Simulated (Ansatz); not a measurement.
# SiNi3 (Pm-3m) in Ansatz: notebook

The runs below take SiNi3 through single point, with PBEsol.

All numbers are computed with Ansatz 0.2.0; they aren't measurements. Logs are shortened: lines on timing, memory, paths and dates and some standing lists are left out, and cuts for length are marked.

## 1. Starting point

It takes space group Pm-3m (No. 221, cubic). The conventional cell has a = 3.542 Å, b = 3.542 Å, c = 3.542 Å, α = 90.00°, β = 90.00°, γ = 90.00°. Around Ni (site symmetry 4/mmm) lie 8 Ni at 2.50 Å and 4 Si at 2.50 Å. Si (site symmetry m-3m) has 12 Ni at 2.50 Å as nearest neighbours.

## 2. Single point, PBEsol, collinear spin, ferromagnetic start

Input file input.yaml:

```yaml
crystal:
  lattice:
    - [3.542, 0.0, 0.0]
    - [0.0, 3.542, 0.0]
    - [0.0, 0.0, 3.542]
  atoms:
    - { symbol: Ni, position: [0.5, 0.5, 0.0], spin: 0.7333333333 }
    - { symbol: Ni, position: [0.5, 0.0, 0.5], spin: 0.7333333333 }
    - { symbol: Ni, position: [0.0, 0.5, 0.5], spin: 0.7333333333 }
    - { symbol: Si, position: [0.0, 0.0, 0.0] }
hamiltonian:
  xc: pbesol
  pseudopotentials: { kind: paw }
magnetization:
  spin_polarized: true
  initial_magnetization: 2.2
  spin_locking: { lock_magnetization: hard }
kpoints:
  mp_grid: { grid: [6, 6, 6] }
scf:
  occupations: { method: fermi_dirac, width: 0.05 }
  lower_state_search: "off"
output:
  forces: true
  stress: true
  eigenvalues: true
  write_density: true
  write_potential: true
  elf: true
  volumetric_format: npy
```

Potentials or basis: Ansatz PAW.

The run is started by

```bash
> ansatz run input.yaml --threads 2 --pin off --max-ram 5632MiB --backend cpu --events-out ev --progress --plain --runs-dir out
```

The log of the run:

```text
Warning: output.stress: scf.convergence.dr2_threshold = 1e-7 eV (the SCF's general default) is looser than the 4e-10 eV advised for a printed stress (1e-10 eV for each atom of the cell: 4). What an SCF threshold leaves in a stress goes as its square root, and in the free energy as the threshold itself, and one threshold admits the most on a small cell: of the crystals measured, under no hybrid functional and no lock of the moments, on runs that ended without the residual-converged pass, on stresses that held no estimate of that error, the worst erred by over 100 MPa in a component at 1e-7 eV an atom and by under 5 at 1e-10. Set scf.convergence.dr2_threshold to 4e-10 eV or tighter. The threshold is an SCF's pass mark: one that does not reach it within its budget of iterations ends unconverged, or closes short of it on a stop that the run arms, and scf.convergence.dr2_threshold's page says what that costs each kind of run
Warning: RAYON_NUM_THREADS=2 ignored (pool sized by the plan → 2); use --threads N
Engine: ansatz 0.2.0, x86_64-unknown-linux-gnu
Pseudopotentials: kind: paw
Pseudopotential: Ni, paw, valence charge 18, recommended cutoff 420 eV (normal), Ni.paw.azcp
Pseudopotential: Si, paw, valence charge 4, recommended cutoff 420 eV (normal), Si.paw.azcp
Functional definition: PBEsol
  exchange = pbesol_x
  correlation = pbesol_c
Crystal: 4 atoms, lattice volume = 44.437 Å³
Basis set: ecut = 420 eV, 895 PW (Γ), exchange–correlation on 48×48×48 points (8 copies of the dense FFT grid, shifted against one another)
Bands: 37, of which v1, the nominal top of the filled ones, is band 29 counted from 1 (28 counted from 0)
Symmetry: 48 space group operations
Space group: Pm-3m (ITA 221), of the structure as read, at distance tolerance 3.5e-5 Å
Magnetic group: BNS 221.92 (UNI 1594), of the structure as read, at distance tolerance 3.5e-5 Å
k-points: 20 of 216
Non-local potential: Ni, projectors of the file, l = 0: 3, l = 1: 2, l = 2: 3, l = 3: 1
Non-local potential: Si, projectors of the file, l = 0: 2, l = 1: 2, l = 2: 2
PAW form: soft (Blöchl's): semilocal exchange-correlation on the pseudo side does not see the compensation charge
PAW frozen core: Ni, regenerated for the run's functional, and the local potential with it (the file was generated under x = pbe(κ = 0.804, μ = 0.2195149727645171), c = pbe(β = 0.06672455060314922))
PAW frozen core: Si, regenerated for the run's functional, and the local potential with it (the file was generated under x = pbe(κ = 0.804, μ = 0.2195149727645171), c = pbe(β = 0.06672455060314922))
PAW one-centre angular grid: Ni, 590 points (default); XC on 64 Gauss nodes
PAW one-centre angular grid: Si, 110 points (default); XC on 64 Gauss nodes
Initial density: superposition of atomic densities (chi_scale 0.1, normalization cell)
Starting moments: Σ|m| = 2.2 μB on 3 of 4 sites
Initial wavefunctions: pseudopotential atomic-orbital guess
Functional: x = pbesol(κ = 0.804, μ = 0.12345679012345678), c = pbesol(β = 0.046)
iter 1 solved again at ethr=2.56e-3 eV; its pass at ethr=3.10e-3 eV (dr2=1.49e0 eV) is discarded
SCF iter   1: F=—  HF=-18038.057466 eV  |F-HF|=—  |Δ(HF+E_count)|=         —  Δρ=2.95e-2 (↑2.86e-2 ↓2.95e-2)  dr2=1.47e0  dr2_m=4.40e-2  M=2.200 μB ∫|m|=2.200 μB  β_m=0.30  ethr=2.56e-3  ⟨swp⟩=1.0  Hψ=7013  notcnv=0
preconditioner: auto → Kerker (q_TF=auto, 2.852 Å⁻¹)  [metal: Δε(μ)=0.046 eV  Ē_g=8.267 eV  σ=0.050 eV  W_gap=0.22  n_scr=18 (ndim 8)  ℏωp=32.5 eV  f_vac=0.000  D(μ)=3.27/eV (n_scr^D=32)]
spin=Collinear: Kerker preconditioning applied to the charge; magnetization (m = ρ↑ − ρ↓) channel mixes plain (no charge-response kernel on spin).
SCF iter   2: F=—  HF=-18037.941275 eV  |F-HF|=—  |Δ(HF+E_count)|=   1.16e-1  Δρ=1.95e-2 (↑1.43e-2 ↓1.95e-2)  dr2=5.23e-1  dr2_m=3.65e-2  M=2.200 μB ∫|m|=2.200 μB  β_m=0.46  ethr=2.54e-3  ⟨swp⟩=2.0  Hψ=1818  notcnv=0  defer=1
SCF iter   3: F=—  HF=-18037.859456 eV  |F-HF|=—  |Δ(HF+E_count)|=   8.18e-2  Δρ=1.56e-2 (↑1.56e-2 ↓1.31e-2)  dr2=3.71e-1  dr2_m=6.98e-3  M=2.200 μB ∫|m|=2.203 μB  β_m=0.46  ethr=9.02e-4  ⟨swp⟩=2.5  Hψ=2390  notcnv=0  defer=50
SCF iter   4: F=—  HF=-18037.784696 eV  |F-HF|=—  |Δ(HF+E_count)|=   7.48e-2  Δρ=5.30e-3 (↑2.00e-3 ↓5.30e-3)  dr2=1.18e-2  dr2_m=1.78e-3  M=2.200 μB ∫|m|=2.227 μB  β_m=0.73  ethr=6.39e-4  ⟨swp⟩=2.8  Hψ=2356  notcnv=0  defer=64
SCF iter   5: F=—  HF=-18037.785762 eV  |F-HF|=—  |Δ(HF+E_count)|=   1.07e-3  Δρ=2.02e-3 (↑6.17e-4 ↓2.02e-3)  dr2=1.94e-3  dr2_m=2.51e-4  M=2.200 μB ∫|m|=2.234 μB  β_m=0.80  ethr=2.03e-5  ⟨swp⟩=2.0  Hψ=2654  notcnv=0  defer=64
SCF iter   6: F=—  HF=-18037.785339 eV  |F-HF|=—  |Δ(HF+E_count)|=   4.23e-4  Δρ=3.14e-4 (↑3.14e-4 ↓1.74e-4)  dr2=3.71e-5  dr2_m=4.78e-6  M=2.200 μB ∫|m|=2.235 μB  β_m=0.90  ethr=3.35e-6  ⟨swp⟩=2.0  Hψ=1974  notcnv=0  defer=65
SCF iter   7: F=—  HF=-18037.785389 eV  |F-HF|=—  |Δ(HF+E_count)|=   5.03e-5  Δρ=2.12e-4 (↑2.12e-4 ↓1.64e-4)  dr2=3.42e-5  dr2_m=4.91e-7  M=2.200 μB ∫|m|=2.235 μB  β_m=0.95  ethr=6.40e-8  ⟨swp⟩=2.0  Hψ=2116  notcnv=0  defer=65
SCF iter   8: F=—  HF=-18037.785384 eV  |F-HF|=—  |Δ(HF+E_count)|=   5.29e-6  Δρ=3.94e-5 (↑2.07e-5 ↓3.94e-5)  dr2=1.13e-6  dr2_m=4.50e-8  M=2.200 μB ∫|m|=2.235 μB  β_m=0.98  ethr=5.90e-8  ⟨swp⟩=2.1  Hψ=1921  notcnv=0  defer=65
SCF iter   9: F=-18037.785384 eV  HF=-18037.785384 eV  |F-HF|=1.54e-8  |Δ(HF+E_count)|=   1.51e-7  Δρ=4.69e-6 (↑3.46e-6 ↓4.69e-6)  dr2=2.37e-8  dr2_m=6.57e-10  M=2.200 μB ∫|m|=2.235 μB  ethr=1.72e-10  ⟨swp⟩=11.2  Hψ=10019  notcnv=0
SCF 1 converged in 9 iterations: F = -18037.785384 eV  dr2 = 2.37e-8
SCF converged after 9 iterations
Stability checked in part: among states of this total moment the steps that led to this state did not find it unstable. No probe was made; neither looks for a lower state of another moment (fixed_total_moment; see scf.lower_state_search)
Magnetization: 2.2000 μB (30.1000 up, 27.9000 down)
Absolute magnetization: 2.2356 μB (∫|ρ↑−ρ↓|, with the PAW one-centre terms)
Spin contamination: 0.0151 ħ² per cell (⟨S²⟩ above its minimum at these occupations)
Per-site moments (μB) at R_I (Å): [(0.7065978394373822, 1.0331360403221348), (0.7065978394373807, 1.0331360403221348), (0.7065978394373822, 1.0331360403221348), (0.06220472988271285, 1.0331360403221348)]
Free energy (F): -18037.785384 eV
Harris-Foulkes:  -18037.785384 eV  (|F-HF|=1.54e-8)
Internal energy: -18037.758821 eV  (E = F + TS)
E sigma→0 (E₀):  -18037.772102 eV
Entropy (-TS):   -0.026563 eV (-6.641 meV/atom)
Fermi energy:    16.940124 (↑ 17.522004, ↓ 16.358244) eV
--- Per-component energies (eV) ---
  E_band       = -890.791718
  E_kinetic    = 891.546703
  E_local      = -11749.599515  (includes V_loc(G=0)·N_el)
  E_nonlocal   = 1932.525592
  E_hartree    = 4991.792959
  E_xc         = -310.414493
  E_vxc        = -377.928726  (∫ρ·V_xc dr)
  E_paw        = -5282.667992  (= ΣΔE_a)
  E_vpaw       = -1570.928629  (= ΣTr[D̂ρ^β])
  E_aug_tail   = 0.001254  (compensation charges beyond the density's cutoff)
  E_ewald      = -8511.566755
  E_core_change = 0.623427  (= ΣΔE_core)
  E_smearing   = -0.026563  (= −TS)
  E_closure    = 0.000000  (closes the sum)
  Σ components = -18037.785384   (vs F -18037.785384, Δ=0.00e0)
--- Forces (eV/Å), atoms counted from 1 ---
  atom   1  Ni     0.00000000    -0.00000000    -0.00000000
  atom   2  Ni     0.00000000    -0.00000000    -0.00000000
  atom   3  Ni     0.00000000     0.00000000    -0.00000000
  atom   4  Si    -0.00000000    -0.00000000    -0.00000000
  max |Σ_I F_I| component: 1.95e-28 eV/Å
--- Stress (GPa, compression-positive) ---
       -9.629369       0.000000       0.000000
        0.000000      -9.629369       0.000000
        0.000000       0.000000      -9.629369
  P = ⅓ Tr σ = -9.6294 GPa (-96.294 kbar)
--- Band table (eV; the first three rows and the last of 40) ---
  k-point 0 ↑: bands = ["-86.7441", "-86.7130", "-86.7130", "-47.3269", "-47.3269", "-47.3269", "-47.2587", "-47.2587", "-47.2587", "-47.1789", "-47.1789", "-47.1789", "4.9589", "11.6621", "12.4303", "12.4303", "12.7824", "12.7824", "12.7824", "14.7626", "14.7626", "14.7626", "15.6386", "15.6386", "15.8125", "15.8125", "15.8125", "15.8504", "16.0332", "16.0332", "16.0332", "21.0623", "22.6112", "22.6112", "26.8996", "26.8996", "26.8996"]
  k-point 1 ↑: bands = ["-86.7422", "-86.7148", "-86.7130", "-47.3218", "-47.3218", "-47.3188", "-47.2601", "-47.2601", "-47.2590", "-47.1879", "-47.1826", "-47.1826", "5.2758", "11.6125", "12.1403", "12.6400", "12.7928", "12.7928", "12.8604", "14.3987", "14.3987", "14.6780", "14.9192", "15.4334", "15.4334", "15.6211", "15.6388", "15.7333", "16.0335", "17.0474", "17.0474", "21.4999", "22.5755", "23.7951", "25.7787", "25.7787", "26.2667"]
  k-point 2 ↑: bands = ["-86.7375", "-86.7195", "-86.7130", "-47.3094", "-47.3094", "-47.2977", "-47.2648", "-47.2648", "-47.2597", "-47.2106", "-47.1904", "-47.1904", "6.1603", "10.2198", "12.3743", "12.7828", "12.7828", "13.0438", "13.1590", "14.0713", "14.0713", "14.4060", "14.4810", "15.0723", "15.0723", "15.2648", "15.3605", "15.6825", "16.0341", "18.6513", "18.6513", "21.5873", "22.4851", "23.3800", "23.3800", "24.3288", "27.4208"]
  k-point 19 ↓: bands = ["-85.8691", "-85.8691", "-85.8691", "-46.5313", "-46.5313", "-46.5313", "-46.4545", "-46.4088", "-46.4088", "-46.4088", "-46.2727", "-46.2727", "8.8680", "12.6614", "12.6614", "12.6614", "13.1560", "13.1560", "13.1560", "14.8001", "14.8001", "14.8001", "15.4082", "15.4082", "15.4082", "15.6342", "15.6342", "16.1768", "16.7764", "16.7764", "16.7764", "17.9762", "20.7088", "20.7088", "20.7088", "33.1622", "33.1622"]
```

Run time: 3.1 s. Hardware: 2 threads of Intel Xeon Platinum 8375C at 2.90GHz (Ice Lake), shared host; peak memory 0.38 GiB.

What came out:

| Item | Value |
| --- | --- |
| Free energy | -18037.7854 eV |
| Pressure | -9.6 GPa |
| Net moment | 2.20 μB per cell |
| Absolute moment | 2.24 μB per cell |
| Site moments | Ni +0.71; Si +0.06 μB |

Caveat: the total moment is fixed, so each spin has its own Fermi level; the PAW data sets come from PBE, with cores solved anew for the run's functional, which leaves a small shift of forces and pressure; the thresholds are loose for stress.

## 3. Single point, PBEsol, collinear spin, ferromagnetic start

Input file input.yaml:

```yaml
crystal:
  lattice:
    - [3.542, 0.0, 0.0]
    - [0.0, 3.542, 0.0]
    - [0.0, 0.0, 3.542]
  atoms:
    - { symbol: Ni, position: [0.5, 0.5, 0.0], spin: 1.0 }
    - { symbol: Ni, position: [0.5, 0.0, 0.5], spin: 1.0 }
    - { symbol: Ni, position: [0.0, 0.5, 0.5], spin: 1.0 }
    - { symbol: Si, position: [0.0, 0.0, 0.0] }
hamiltonian:
  xc: pbesol
  pseudopotentials: { kind: paw }
magnetization:
  spin_polarized: true
  initial_magnetization: 3.0
  spin_locking: { lock_magnetization: hard }
kpoints:
  mp_grid: { grid: [6, 6, 6] }
scf:
  occupations: { method: fermi_dirac, width: 0.05 }
  lower_state_search: "off"
output:
  forces: true
  stress: true
  eigenvalues: true
```

Potentials or basis: Ansatz PAW.

The run is started by

```bash
> ansatz run input.yaml --threads 2 --pin off --max-ram 5632MiB --backend cpu --events-out ev --progress --plain --runs-dir out
```

The log of the run:

```text
Warning: output.stress: scf.convergence.dr2_threshold = 1e-7 eV (the SCF's general default) is looser than the 4e-10 eV advised for a printed stress (1e-10 eV for each atom of the cell: 4). What an SCF threshold leaves in a stress goes as its square root, and in the free energy as the threshold itself, and one threshold admits the most on a small cell: of the crystals measured, under no hybrid functional and no lock of the moments, on runs that ended without the residual-converged pass, on stresses that held no estimate of that error, the worst erred by over 100 MPa in a component at 1e-7 eV an atom and by under 5 at 1e-10. Set scf.convergence.dr2_threshold to 4e-10 eV or tighter. The threshold is an SCF's pass mark: one that does not reach it within its budget of iterations ends unconverged, or closes short of it on a stop that the run arms, and scf.convergence.dr2_threshold's page says what that costs each kind of run
Warning: RAYON_NUM_THREADS=2 ignored (pool sized by the plan → 2); use --threads N
[... 7 set-up lines as earlier in the session ...]
Crystal: 4 atoms, lattice volume = 44.437 Å³
[... 58 lines left out ...]
  Σ components = -18037.231140   (vs F -18037.231140, Δ=0.00e0)
--- Forces (eV/Å), atoms counted from 1 ---
  atom   1  Ni    -0.00000000     0.00000000    -0.00000000
  atom   2  Ni    -0.00000000    -0.00000000     0.00000000
  atom   3  Ni     0.00000000     0.00000000    -0.00000000
  atom   4  Si     0.00000000    -0.00000000    -0.00000000
  max |Σ_I F_I| component: 7.88e-29 eV/Å
--- Stress (GPa, compression-positive) ---
       -6.462115      -0.000000       0.000000
        0.000000      -6.462115       0.000000
       -0.000000       0.000000      -6.462115
  P = ⅓ Tr σ = -6.4621 GPa (-64.621 kbar)
--- Band table (eV; the first three rows and the last of 40) ---
  k-point 0 ↑: bands = ["-86.9795", "-86.9486", "-86.9486", "-47.5564", "-47.5564", "-47.5564", "-47.4835", "-47.4835", "-47.4835", "-47.4140", "-47.4140", "-47.4140", "4.9326", "11.4903", "12.2854", "12.2854", "12.6094", "12.6094", "12.6094", "14.5695", "14.5695", "14.5695", "15.4040", "15.4040", "15.6365", "15.7864", "15.7864", "15.7864", "15.8244", "15.8244", "15.8244", "20.9741", "22.5072", "22.5072", "26.8506", "26.8506", "26.8506"]
  k-point 1 ↑: bands = ["-86.9776", "-86.9504", "-86.9486", "-47.5512", "-47.5512", "-47.5480", "-47.4850", "-47.4850", "-47.4839", "-47.4232", "-47.4177", "-47.4177", "5.2504", "11.4719", "12.0008", "12.4922", "12.6267", "12.6267", "12.6859", "14.2373", "14.2373", "14.4866", "14.8052", "15.2547", "15.2547", "15.4052", "15.4100", "15.5200", "15.8246", "16.9561", "16.9561", "21.4159", "22.4777", "23.7294", "25.7191", "25.7191", "26.1993"]
  k-point 2 ↑: bands = ["-86.9729", "-86.9551", "-86.9485", "-47.5388", "-47.5388", "-47.5256", "-47.4896", "-47.4896", "-47.4846", "-47.4472", "-47.4255", "-47.4255", "6.1384", "10.1593", "12.1994", "12.6361", "12.6361", "12.8655", "13.0038", "13.9038", "13.9038", "14.2348", "14.2941", "14.8773", "14.8773", "15.0379", "15.1520", "15.4491", "15.8252", "18.5711", "18.5712", "21.5325", "22.4032", "23.3099", "23.3099", "24.2501", "27.3375"]
  k-point 19 ↓: bands = ["-85.8814", "-85.8814", "-85.8814", "-46.5340", "-46.5340", "-46.5340", "-46.4850", "-46.4115", "-46.4115", "-46.4115", "-46.3031", "-46.3031", "9.0016", "12.6603", "12.6603", "12.6603", "13.2677", "13.2677", "13.2677", "14.7986", "14.7986", "14.7986", "15.3995", "15.3995", "15.3995", "15.6479", "15.6479", "16.1432", "16.7665", "16.7665", "16.7665", "18.0481", "20.7240", "20.7240", "20.7240", "33.3285", "33.3285"]
```

It took 3 s on 2 threads of Intel Xeon Platinum 8375C at 2.90GHz (Ice Lake), shared host; peak memory 0.37 GiB.

What came out:

```
Free energy     : -18037.2311 eV
Pressure        : -6.5 GPa
Net moment      : 3.00 μB per cell
Absolute moment : 3.00 μB per cell
Site moments    : Ni +0.91; Si +0.15 μB
```

Caveat: the total moment is fixed, so each spin has its own Fermi level; the PAW data sets come from PBE, with cores solved anew for the run's functional, which leaves a small shift of forces and pressure; the thresholds are loose for stress.

## 4. Single point, PBEsol, collinear spin, ferromagnetic start

Input file input.yaml:

```yaml
crystal:
  lattice:
    - [3.542, 0.0, 0.0]
    - [0.0, 3.542, 0.0]
    - [0.0, 0.0, 3.542]
  atoms:
    - { symbol: Ni, position: [0.5, 0.5, 0.0], spin: 1.2666666667 }
    - { symbol: Ni, position: [0.5, 0.0, 0.5], spin: 1.2666666667 }
    - { symbol: Ni, position: [0.0, 0.5, 0.5], spin: 1.2666666667 }
    - { symbol: Si, position: [0.0, 0.0, 0.0] }
hamiltonian:
  xc: pbesol
  pseudopotentials: { kind: paw }
magnetization:
  spin_polarized: true
  initial_magnetization: 3.8
  spin_locking: { lock_magnetization: hard }
kpoints:
  mp_grid: { grid: [6, 6, 6] }
scf:
  occupations: { method: fermi_dirac, width: 0.05 }
  lower_state_search: "off"
output:
  forces: true
  stress: true
  eigenvalues: true
```

The run is started by

```bash
> ansatz run input.yaml --threads 2 --pin off --max-ram 5632MiB --backend cpu --events-out ev --progress --plain --runs-dir out
```

It took 3.7 s on 2 threads of Intel Xeon Platinum 8375C at 2.90GHz (Ice Lake), shared host; peak memory 0.37 GiB.

Results (log left out):

| Item | Value |
| --- | --- |
| Free energy | -18036.3732 eV |
| Pressure | -1.2 GPa |
| Net moment | 3.80 μB per cell |
| Absolute moment | 3.80 μB per cell |
| Site moments | Ni +1.09; Si +0.27 μB |

Caveat: the total moment is fixed, so each spin has its own Fermi level; the PAW data sets come from PBE, with cores solved anew for the run's functional, which leaves a small shift of forces and pressure; the thresholds are loose for stress.

## 5. Single point, PBEsol, collinear spin, ferromagnetic start

Input file input.yaml:

```yaml
crystal:
  lattice:
    - [3.542, 0.0, 0.0]
    - [0.0, 3.542, 0.0]
    - [0.0, 0.0, 3.542]
  atoms:
    - { symbol: Ni, position: [0.5, 0.5, 0.0], spin: 1.5 }
    - { symbol: Ni, position: [0.5, 0.0, 0.5], spin: 1.5 }
    - { symbol: Ni, position: [0.0, 0.5, 0.5], spin: 1.5 }
    - { symbol: Si, position: [0.0, 0.0, 0.0] }
hamiltonian:
  xc: pbesol
  pseudopotentials: { kind: paw }
magnetization:
  spin_polarized: true
  initial_magnetization: 4.5
  spin_locking: { lock_magnetization: hard }
kpoints:
  mp_grid: { grid: [6, 6, 6] }
scf:
  occupations: { method: fermi_dirac, width: 0.05 }
  lower_state_search: "off"
output:
  forces: true
  stress: true
  eigenvalues: true
```

The run is started by

```bash
> ansatz run input.yaml --threads 2 --pin off --max-ram 5632MiB --backend cpu --events-out ev --progress --plain --runs-dir out
```

Run time: 3 s. Hardware: 2 threads of Intel Xeon Platinum 8375C at 2.90GHz (Ice Lake), shared host; peak memory 0.37 GiB.

Results (log left out):

```
Free energy     : -18035.3373 eV
Pressure        : 4.1 GPa
Net moment      : 4.50 μB per cell
Absolute moment : 4.50 μB per cell
Site moments    : Ni +1.25; Si +0.37 μB
```

Caveat: the total moment is fixed, so each spin has its own Fermi level; the PAW data sets come from PBE, with cores solved anew for the run's functional, which leaves a small shift of forces and pressure; the thresholds are loose for stress.

## 6. Single point, PBEsol, collinear spin, ferromagnetic start

Input file input.yaml:

```yaml
crystal:
  lattice:
    - [3.542, 0.0, 0.0]
    - [0.0, 3.542, 0.0]
    - [0.0, 0.0, 3.542]
  atoms:
    - { symbol: Ni, position: [0.5, 0.5, 0.0], spin: 2.0 }
    - { symbol: Ni, position: [0.5, 0.0, 0.5], spin: 2.0 }
    - { symbol: Ni, position: [0.0, 0.5, 0.5], spin: 2.0 }
    - { symbol: Si, position: [0.0, 0.0, 0.0] }
hamiltonian:
  xc: pbesol
  pseudopotentials: { kind: paw }
magnetization:
  spin_polarized: true
  initial_magnetization: 6.0
  spin_locking: { lock_magnetization: hard }
kpoints:
  mp_grid: { grid: [6, 6, 6] }
scf:
  occupations: { method: fermi_dirac, width: 0.05 }
  lower_state_search: "off"
output:
  forces: true
  stress: true
  eigenvalues: true
```

Potentials or basis: Ansatz PAW.

The run is started by

```bash
> ansatz run input.yaml --threads 2 --pin off --max-ram 5632MiB --backend cpu --events-out ev --progress --plain --runs-dir out
```

Wall time 3.1 s (2 threads of Intel Xeon Platinum 8375C at 2.90GHz (Ice Lake), shared host); peak memory 0.38 GiB.

It converged, with:

```yaml
Free_energy: -18032.1598 eV
Pressure: 17.2 GPa
Net_moment: 6.00 μB per cell
Absolute_moment: 6.00 μB per cell
Site_moments: Ni +1.58; Si +0.55 μB
```

Caveat: the total moment is fixed, so each spin has its own Fermi level; the PAW data sets come from PBE, with cores solved anew for the run's functional, which leaves a small shift of forces and pressure; the thresholds are loose for stress.

## 7. Overview

```tsv
fixed moment (μB)	pressure (GPa)	moment (μB)
2.2	-9.6	2.20
3.0	-6.5	3.00
3.8	-1.2	3.80
4.5	4.1	4.50
6.0	17.2	6.00
```

Alike in all rows: task single point; level PBEsol; potentials or basis Ansatz PAW; spin collinear, ferromagnetic start; cell as given; k mesh 6 × 6 × 6; cutoff (eV) 420; smearing fermi-dirac 0.05 eV.

Caveats: the total moment is fixed, so each spin has its own Fermi level; the PAW data sets come from PBE, with cores solved anew for the run's functional, which leaves a small shift of forces and pressure; the thresholds are loose for stress.

Absolute energies hang on the potentials; compare differences alone.
